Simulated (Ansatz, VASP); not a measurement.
**Two plane-wave programs on SiC**

The input INCAR:

```
PREC = Accurate
ENCUT = 520
EDIFF = 1E-7
ISMEAR = 0
SIGMA = 0.1
LREAL = False
LASPH = True
NELM = 60
ALGO = Normal
ISIF = 2
LWAVE = False
LCHARG = False
GGA = PE
NBANDS = 11
```

KPOINTS

```
Automatic mesh
0
Gamma
  6 6 6
```

POSCAR

```
SiC
1.0
    1.3528100700      0.7810452600      4.4182591900
   -1.3528100700      0.7810452600      4.4182591900
    0.0000000000     -1.5620905200      4.4182591900
Si C
1 1
Direct
    0.0000000000      0.0000000000      0.0000000000
    0.5000000000      0.5000000000      0.5000000000
```

Input for Ansatz:

```yaml
crystal:
  lattice:
    - [1.35281007, 0.78104526, 4.41825919]
    - [-1.35281007, 0.78104526, 4.41825919]
    - [0.0, -1.56209052, 4.41825919]
  atoms:
    - { symbol: Si, position: [0.0, 0.0, 0.0] }
    - { symbol: C, position: [0.5, 0.5, 0.5] }
basis:
  ecutwfc: 420
kpoints:
  mp_grid: { grid: [6, 6, 6] }
hamiltonian:
  xc: pbe
scf:
  occupations: { method: gaussian, width: 0.1 }
  lower_state_search: "off"
output:
  forces: true
  stress: true
  eigenvalues: true
```

Alike in both runs: task single point; functional PBE; k mesh 6 × 6 × 6; occupations gaussian, width 0.1 eV; no spin polarisation.

```csv
,VASP,Ansatz
version,VASP 6.6.1,Ansatz 0.2.0
potentials or method,"VASP PAW PBE potentials, release 64 (Si, C)","scalar-relativistic, plane waves, PAW"
plane-wave cutoff (eV),520,420
valence electrons in the cell,8,8
```

Ansatz gave:

| Property | Result |
| --- | --- |
| gap on the k mesh at the Fermi level (eV) | none |
| pressure (GPa) | -18.5 |
| largest component of the traceless stress (GPa) | 11.93 |

**Question.** What did VASP give for the same quantities?

**Answer.** gap on the k mesh at the Fermi level (eV): none; pressure (GPa): -18.5; largest component of the traceless stress (GPa): 11.91.

A gap of «none» marks a metal or a gap that the smearing closes. With one functional, cell and mesh, what is left measures potentials, basis and numerics.

Caveats: the k mesh is coarse (spacing up to 0.45 Å⁻¹), so the values aren't converged; so large a pressure means that the cell lies far from this level's equilibrium, or that cutoff or potentials fall short (VASP).
